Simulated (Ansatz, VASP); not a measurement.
# AlSi63H (Al-H pair in Si) in two plane-wave programs, part 2 of 2

Wanted: the spread between two codes on one cell, functional and k mesh. The cell is taken from a series of runs on this material, whose earlier steps may have relaxed, scaled, displaced or heated it; both programs get it as it stands.

VASP 6.6.1 and Ansatz 0.2.0.

So far: Starting point; Ansatz: single point, PBE.

### Step 3. VASP: single point, PBE

Level of this step: PBE; plane waves and PAW (Si, Al, H) (VASP).

The same cell, functional, mesh and smearing now go to VASP, with its own data sets.

Lines of VASP's logs that name or quote its potential files are left out, and so is its time.

INCAR

```
SYSTEM = AlSi63H
PREC = Accurate
ENCUT = 400
EDIFF = 1E-06
NELM = 120
ISMEAR = -1
SIGMA = 0.01
LREAL = Auto
ALGO = Normal
GGA = PE
NBANDS = 176
LORBIT = 11
LWAVE = .FALSE.
LCHARG = .FALSE.
ISIF = 2
ISYM = 0
LASPH = .TRUE.
GGA_COMPAT = .FALSE.
EFERMI = MIDGAP
NCORE = 2
```

POSCAR

```
AlSi63H
1.0
   10.9395664828      0.0000000000      0.0000000000
    0.0000000000     10.9395664828      0.0000000000
    0.0000000000      0.0000000000     10.9395664828
Si Al H
63 1 1
Direct
    0.0023791766      0.0024158502      0.2511309883
    0.9963498756      0.2487047820      0.9973570447
    0.2486240957      0.9963346334      0.9972840708
    0.2351940455      0.2352370995      0.2334594297
    0.1257796537      0.1258108869      0.3811250178
    0.1187778439      0.3752149869      0.1199175773
    0.3750669405      0.1187045248      0.1197977864
    0.9992468604      0.9992979120      0.7499180008
    0.9990812822      0.2520289424      0.5025654597
    0.2520084762      0.9991496522      0.5025779951
    0.2497573971      0.2498098756      0.7510608932
    0.1243318086      0.1243939548      0.8747508859
    0.1223637717      0.3762872395      0.6298795084
    0.3762557083      0.1224402681      0.6298936294
    0.3748002385      0.3748397578      0.8759448206
    0.9987313340      0.4998013708      0.2504848187
    0.9997437097      0.7499890637      0.0009739905
    0.2503907761      0.4999290232      0.0011020345
    0.2499157780      0.7495609872      0.2510425057
    0.1222528181      0.6268724216      0.3754469710
    0.1251757529      0.8747965127      0.1262625466
    0.3759278686      0.6255600332      0.1262715628
    0.3752543982      0.8743011911      0.3760416088
    0.9980688950      0.5006076429      0.7532551763
    0.9984932083      0.7507636608      0.5001957764
    0.2403216681      0.5052959363      0.5063657979
    0.2502346761      0.7503421656      0.7511359027
    0.1254986532      0.6255233998      0.8765240730
    0.1248489411      0.8744921544      0.6256120796
    0.3733877563      0.6256974580      0.6265397225
    0.3753901037      0.8731531854      0.8756426921
    0.4997290216      0.9988108221      0.2504854828
    0.4998609296      0.2504114242      0.0010968112
    0.7499551865      0.9998038017      0.0009881854
    0.7495038166      0.2499682765      0.2510326652
    0.6267605348      0.1223713794      0.3754541369
    0.6254829089      0.3759622257      0.1262693569
    0.8747754479      0.1252343434      0.1262765756
    0.8742440601      0.3753003731      0.3760396467
    0.5005725358      0.9981124538      0.7532457110
    0.5052504385      0.2404775215      0.5064279701
    0.7506528443      0.9985676775      0.5001740074
    0.7503439967      0.2502690507      0.7511810000
    0.6254803553      0.1255369579      0.8765282168
    0.6257250555      0.3734371407      0.6265914085
    0.8744247732      0.1248768451      0.6256019243
    0.8731414188      0.3754374303      0.8756967291
    0.5071305678      0.5071870389      0.2489763108
    0.4994132353      0.7491818466      0.0003382731
    0.7490984351      0.4994541478      0.0003334211
    0.7533795278      0.7534297846      0.2504446959
    0.6296749165      0.6297175314      0.3754728233
    0.6250050683      0.8745137284      0.1253056226
    0.8744361257      0.6250499203      0.1252895302
    0.8775442046      0.8776254513      0.3755322721
    0.4990191167      0.4990498643      0.7496384322
    0.5000097657      0.7493744910      0.5009949497
    0.7493428223      0.5000642611      0.5010140802
    0.7493569734      0.7494028385      0.7508530859
    0.6240762221      0.6241412197      0.8752366190
    0.6249939189      0.8747366467      0.6260497565
    0.8747061027      0.6250513100      0.6260650374
    0.8746913837      0.8747422522      0.8758001013
    0.3915382611      0.3916416358      0.3978686858
    0.3611631740      0.3605771196      0.2871044638
```

KPOINTS

```
Points of the shifted mesh
1
Reciprocal
 0.2500000000  0.2500000000  0.2500000000 1
```

PAW data sets: Si, Al and H (PBE family, release 64).

Command:

```sh
$ mpirun -np 8 vasp_std
```

Numbers of over 12 decimals in the logs are rounded to 6 here.

What it wrote:

```text
[banner, memory and clock lines left out]
running    8 mpi-ranks, on    1 nodes
[...]
LDA part: xc-table for (Slater+PW92), standard interpolation
 POSCAR, INCAR and KPOINTS ok, starting setup
[...]
entering main loop
       N       E                     dE             d eps       ncg     rms          rms(c)
DAV:   1     0.545801609101E+03    0.54580E+03   -0.83060E+04   352   0.975E+02
DAV:   2    -0.294740045040E+03   -0.84054E+03   -0.78985E+03   424   0.163E+02
DAV:   3    -0.350794014062E+03   -0.56054E+02   -0.55170E+02   440   0.381E+01
DAV:   4    -0.352062873467E+03   -0.12689E+01   -0.12598E+01   432   0.703E+00
[...]
DAV:  13    -0.345937729154E+03   -0.67363E-04   -0.19668E-04   400   0.292E-02    0.180E-02
DAV:  14    -0.345937737260E+03   -0.81062E-05   -0.23361E-05   440   0.857E-03    0.138E-02
DAV:  15    -0.345937737824E+03   -0.56449E-06   -0.38277E-06   376   0.400E-03
   1 F= -.34593774E+03 E0= -.34593774E+03  d E =0.000000E+00
```

Parts of OUTCAR (step 3):

```text
  Total        4.5714575      4.6107499     13.6935589     -9.9923998     -6.6565355     -6.7025070
  in kB        5.5945471      5.6426331     16.7581695    -12.2286932     -8.1462643     -8.2025243
  external PRESSURE =       9.3317832 kB  Pullay stress =       0.0000000 kB

 POSITION                                       TOTAL-FORCE (eV/Angst)
 -----------------------------------------------------------------------------------
      0.02603      0.02643      2.74726        -0.014618     -0.014079     -0.032807
     10.89964      2.72072     10.91065         0.003974     -0.050409      0.008644
      2.71984     10.89947     10.90986        -0.053626      0.000583      0.005370
      2.57292      2.57339      2.55394         0.880756      0.871992      0.622967
      1.37597      1.37632      4.16934        -0.006770     -0.005623     -0.041873
      1.29938      4.10469      1.31185         0.133580      0.079400      0.123547
      4.10307      1.29858      1.31054         0.084695      0.142925      0.131723
     10.93133     10.93189      8.20378        -0.000061      0.000030     -0.009111
     10.92952      2.75709      5.49785        -0.003452     -0.004959      0.004814
      2.75686     10.93026      5.49799        -0.004850     -0.004366      0.005080
      2.73224      2.73281      8.21628        -0.005503     -0.004804     -0.002097
      1.36014      1.36082      9.56940         0.000114     -0.000158     -0.000645
      1.33861      4.11642      6.89061         0.012772     -0.000012     -0.012255
      4.11607      1.33944      6.89076         0.001331      0.012759     -0.012531
[...]
-----------------------------------------------------------------------------------
    total drift:                                0.009727      0.008394     -0.016028

  FREE ENERGIE OF THE ION-ELECTRON SYSTEM (eV)
  ---------------------------------------------------
  free  energy   TOTEN  =      -345.9377378243 eV

  energy  without entropy=     -345.9377378243  energy(sigma->0) =     -345.93773782

[... 2 further parts left out ...]
```

The run ends at a pressure of 0.93 GPa, with forces up to 8.4 eV/Å.

### Step 4. Differences

Known differences besides the potentials themselves: the cutoff is 420 eV in Ansatz and 400 eV in VASP (PREC = Accurate, projectors in real space). Total energies have different zeros and are not compared.

Compared:

| quantity | Ansatz | VASP | difference |
| --- | --- | --- | --- |
| gap on the k mesh (eV) | 1.070 | 1.072 | -0.002 |

Forces on 8 of the 65 atoms, those with the largest forces and the largest differences (eV/Å; atoms numbered as in POSCAR):

| atom | Ansatz x, y, z | VASP x, y, z |
| --- | --- | --- |
| Si4 | 0.880, 0.871, 0.623 | 0.881, 0.872, 0.623 |
| Si6 | 0.133, 0.081, 0.122 | 0.134, 0.079, 0.124 |
| Si7 | 0.086, 0.142, 0.130 | 0.085, 0.143, 0.132 |
| Si26 | 0.110, 0.071, 0.025 | 0.108, 0.072, 0.029 |
| Si41 | 0.070, 0.109, 0.025 | 0.072, 0.107, 0.029 |
| Si48 | 0.184, 0.183, -0.142 | 0.186, 0.185, -0.145 |
| Al64 | 1.350, 1.387, 6.619 | 1.345, 1.383, 6.616 |
| H65 | -2.635, -2.670, -7.485 | -2.636, -2.671, -7.486 |

The forces differ by 1.0 meV/Å r.m.s., which is 0.1 % of the r.m.s. force of 0.784 eV/Å (both taken over all components). A gap on the mesh is an upper bound, since the band edges may lie between its points.

### Step 5. Results

```
r.m.s. force difference (single point, PBE) : 0.13 % of the r.m.s. force
```

In words: The r.m.s. force difference is 0.13 % of the r.m.s. force (single point, PBE), within the 3 % picked in this series as the mark of a large difference. Such differences can come from data sets, numerical settings and the points named under the comparisons, not from the functional's error against experiment.

[Lines on the potential files, build, host, timing and source positions are cut from VASP's logs without a mark.]

[Logs are printed without paths, hosts, clocks, repeated set-up lines and the standing remarks that a program may print on its own settings, such as how far it seeks lower states.]

[Hosts, paths, dates, database ids (printed as entryN), source tags and the programs' standing remarks are cut or masked in the printed files.]
